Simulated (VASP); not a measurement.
Input of a VASP 6.6.1 run:

The input INCAR:

```
SYSTEM = GaSb
PREC     = Accurate       ! precision mode
ENCUT    = 520            ! plane-wave cutoff, eV
EDIFF    = 1E-6           ! SCF threshold, eV
ISMEAR   = -1             ! smearing method
SIGMA    = 0.05           ! smearing width, eV
LREAL    = .False.        ! projectors in reciprocal space
LASPH    = .True.         ! aspherical terms in the spheres
NELM     = 60             ! most SCF steps
ALGO     = Normal         ! electronic algorithm
ISIF     = 2              ! what is computed and relaxed
LWAVE    = .False.        ! write WAVECAR
LCHARG   = .False.        ! write CHGCAR
NBANDS   = 16             ! bands
```

KPOINTS

```
regular mesh
0
Gamma
  8 8 8
  0 0 0
```

File POSCAR:

```
GaSb
1.0
    0.0000000000      3.0590000000      3.0590000000
    3.0590000000      0.0000000000      3.0590000000
    3.0590000000      3.0590000000      0.0000000000
Sb Ga
1 1
Direct
    0.7500000000      0.7500000000      0.7500000000
    0.0000000000      0.0000000000      0.0000000000
```

KPOINTS_OPT

```
path GXWKGLUWLK,UX
20
line-mode
reciprocal
 0.0000000000  0.0000000000  0.0000000000  G
 0.5000000000  0.0000000000  0.5000000000  X

 0.5000000000  0.0000000000  0.5000000000  X
 0.5000000000  0.2500000000  0.7500000000  W

 0.5000000000  0.2500000000  0.7500000000  W
 0.3750000000  0.3750000000  0.7500000000  K

 0.3750000000  0.3750000000  0.7500000000  K
 0.0000000000  0.0000000000  0.0000000000  G

 0.0000000000  0.0000000000  0.0000000000  G
 0.5000000000  0.5000000000  0.5000000000  L

 0.5000000000  0.5000000000  0.5000000000  L
 0.6250000000  0.2500000000  0.6250000000  U

 0.6250000000  0.2500000000  0.6250000000  U
 0.5000000000  0.2500000000  0.7500000000  W

 0.5000000000  0.2500000000  0.7500000000  W
 0.5000000000  0.5000000000  0.5000000000  L

 0.5000000000  0.5000000000  0.5000000000  L
 0.3750000000  0.3750000000  0.7500000000  K

 0.6250000000  0.2500000000  0.6250000000  U
 0.5000000000  0.0000000000  0.5000000000  X
```

Potentials or basis: VASP PAW LDA potentials, release 64 (Sb, Ga_d).

Command:

```bash
$ cat potpaw_LDA.64/Sb/POTCAR potpaw_LDA.64/Ga_d/POTCAR > POTCAR
$ mpirun -np 1 vasp_std > vasp.out
```

Task: Predict the band gap along the path.

Result: None (metal or under the smearing width).

Task: What does it give for the pressure?

Result: -1.6 GPa.

Levels at the corners of the path, in eV from the Fermi level:
```tsv
point	band 6	band 7	band 8	band 9	band 10	band 11	band 12	band 13
Γ	-11.56	-0.17	-0.04	-0.04	-0.04	2.71	2.71	2.71
X	-9.11	-6.89	-2.62	-2.62	0.79	1.12	8.54	8.54
X	-9.11	-6.89	-2.62	-2.62	0.79	1.12	8.54	8.54
W	-9.07	-6.76	-3.40	-3.18	3.57	4.20	4.30	4.63
W	-9.07	-6.76	-3.40	-3.18	3.57	4.20	4.30	4.63
K	-9.18	-6.71	-3.67	-2.23	1.29	3.76	6.46	6.70
K	-9.18	-6.71	-3.67	-2.23	1.29	3.76	6.46	6.70
Γ	-11.56	-0.17	-0.04	-0.04	-0.04	2.71	2.71	2.71
Γ	-11.56	-0.17	-0.04	-0.04	-0.04	2.71	2.71	2.71
L	-9.94	-6.44	-1.19	-1.19	0.26	3.67	3.67	6.27
L	-9.94	-6.44	-1.19	-1.19	0.26	3.67	3.67	6.27
U	-9.18	-6.71	-3.67	-2.23	1.29	3.76	6.46	6.70
U	-9.18	-6.71	-3.67	-2.23	1.29	3.76	6.46	6.70
W	-9.07	-6.76	-3.40	-3.18	3.57	4.20	4.30	4.63
W	-9.07	-6.76	-3.40	-3.18	3.57	4.20	4.30	4.63
L	-9.94	-6.44	-1.19	-1.19	0.26	3.67	3.67	6.27
L	-9.94	-6.44	-1.19	-1.19	0.26	3.67	3.67	6.27
K	-9.18	-6.71	-3.67	-2.23	1.29	3.76	6.46	6.70
U	-9.18	-6.71	-3.67	-2.23	1.29	3.76	6.46	6.70
X	-9.11	-6.89	-2.62	-2.62	0.79	1.12	8.54	8.54
```

Caveat: spin-orbit coupling is left out, which moves the levels of the heavy elements; this crystal is a semiconductor, whose small gap the functional closes, so the metal is an error of the method.

**Experimental background.**

A printed reference work, data compilation reports, for a bulk crystal of GaSb at 4.2 K: band gap 0.811 eV (direct).

Against the measured gap of GaSb, 0.811 eV (direct; 4.2 K; a printed reference work, data compilation), the calculated 0.00 eV is off by -0.81 eV. Spin-orbit coupling on Ga, Sb is left out. The value is that of LDA, without temperature or zero-point motion. Semilocal functionals fall short of measured gaps as a rule.
